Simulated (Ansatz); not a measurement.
BeS in the zincblende structure, relaxed with r2SCAN: space group F-43m (No. 216), cubic; a = 4.869 Å in the conventional setting, 14.43 Å³ an atom. Be has 4 S at 2.11 Å; S has 4 Be at 2.11 Å. One-shot G0W0@PBE in Ansatz on a 6×6×6 mesh (contour deformation, no spin-orbit coupling), from a PBE gap of 3.134 eV over the mesh points (the G0W0 gap is indirect on the mesh); the number N of bands summed and the screening cutoff rise together. Spin-unpolarised throughout; all numbers are computed.

| N | cutoff (eV) | 1000/N | G0W0 gap (eV) |
| --- | --- | --- | --- |
| 69 | 100 | 14.493 | 4.324 |
| 162 | 180 | 6.173 | 4.489 |

Q: Lay a straight line in 1000/N through these rows.

A: The slope is -0.0198 eV per unit of 1000/N and the intercept 4.611 eV.

Q: Predict the gap at N = 310 (260 eV).

A: 4.611 + (-0.0198) × 3.226 = 4.547 eV; the run gives 4.550 eV, +0.003 eV from the line.

Q: With that run's result added, what limit do the last two rows suggest?

A: Their slope is (4.550 − 4.489)/(3.226 − 6.173) = -0.0207, which meets 1/N = 0 at 4.62 eV, against 4.611 eV from the first line. The two lines nearly agree; the k mesh isn't extrapolated.
